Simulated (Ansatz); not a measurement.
# SrCl2 under changes of volume

One of the cells (28.299 Å³/atom); the others are scaled copies at fixed shape and fractional positions:

```
CELL_PARAMETERS angstrom
0.00000 3.48835 3.48835
3.48835 0.00000 3.48835
3.48835 3.48835 0.00000
ATOMIC_POSITIONS crystal
Sr 0.00000 0.00000 0.00000
Cl 0.75000 0.75000 0.75000
Cl 0.25000 0.25000 0.25000
```

* Program: Ansatz 0.2.0
* Functional: PBE
* Potentials or basis: all-electron LAPW, scalar-relativistic
* Cutoff: 156 eV (chosen from the basis error)
* Basis error allowed: 0.001 eV/atom
* k mesh: 7 × 7 × 7
* Occupations: fermi-dirac, width 0.05 eV
* Spin: no spin polarisation

```csv
volume (Å³/atom),energy over the lowest point (meV/atom),pressure (GPa),gap on the mesh (eV)
26.601,26.18,3.7,5.58
27.167,?,?,?
27.733,7.08,1.8,5.46
28.299,2.20,1.0,5.38
28.865,0.00,0.3,5.30
29.431,0.22,-0.4,5.22
29.997,2.61,-1.0,5.15
```

Problem. What does the run at 27.167 Å³/atom give?

Solution. Energy over the lowest point 14.96 meV/atom; pressure 2.7 GPa; gap on the mesh 5.54 eV.

Worked out: A Birch-Murnaghan fit of order 3 (a polynomial in V^(-2/3)) to the other rows has its minimum at 29.09 Å³/atom with B0 = V·E''(V) = 34 GPa and B' = 4.5. It gives 14.96 meV/atom at 27.167 Å³/atom, against the run's 14.96, and -dE/dV = 2.7 GPa, against 2.7. A parabola through the other rows of the gap, of slope -3.15 eV per unit of ln V there, gives 5.52 eV, against the run's 5.54.

Energies are extrapolated to zero smearing.

Caveats: an odd mesh through Γ misses points on the zone boundary, where band edges often lie. Spin-orbit coupling on Sr is left out.
